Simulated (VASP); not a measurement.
Wanted: the native input for a VASP 6.6.1 run.

| Item | Value |
| --- | --- |
| Task | single point |
| Functional | PBE |
| Potentials or basis | VASP PAW PBE potentials, release 64 (Y_sv) |
| Cutoff | 600 eV |
| k mesh | 8 × 8 × 1 |
| Occupations | fermi-dirac, width 0.05 eV |
| Spin | no spin polarisation |
| Dipole correction | yes |
| Further INCAR settings | ALGO = Fast; EDIFF = 1e-07 |

The structure of Y lies in POSCAR:

```
Y
1.0
    3.6514992371      0.0000000000      0.0000000000
   -1.8257496186      3.1622911012      0.0000000000
    0.0000000000      0.0000000000     20.7474000000
Y
3
Direct
    0.3333333333      0.6666666666      0.3614910784
    0.6666666667      0.3333333334      0.5000000000
    0.3333333333      0.6666666666      0.6385089216
```

The slab is cut from a database's or a generator's crystal, which needn't be the stable form of the element.

One way to write it, as run:

INCAR

```
SYSTEM = Y
PREC = Accurate ; ENCUT = 600
EDIFF = 1E-7 ; ISMEAR = -1
SIGMA = 0.05 ; LREAL = .False.
LASPH = .True. ; NELM = 60
ALGO = Fast ; ISIF = 2
LWAVE = .False. ; LCHARG = .False.
LDIPOL = .True. ; IDIPOL = 3
DIPOL = 0.5 0.5 0.500 ; GGA = PE
```

KPOINTS

```
regular mesh
0
Gamma
  8 8 1
  0 0 0
```

Potentials or basis: VASP PAW PBE potentials, release 64 (Y_sv).

The run is started by

```bash
$ cat potpaw_PBE.64/Y_sv/POTCAR > POTCAR
$ mpirun -np 1 vasp_std > vasp.out
```

It gave:

```yaml
Largest_force: 0.198 eV/Å
Band_gap_on_the_k_mesh: none (metal or under the smearing width)
```

It took 7.6 min on 1 thread of Intel(R) Xeon(R) Platinum 8375C CPU @ 2.90GHz (Ice Lake) (shared host), peak memory 0.4 GiB.
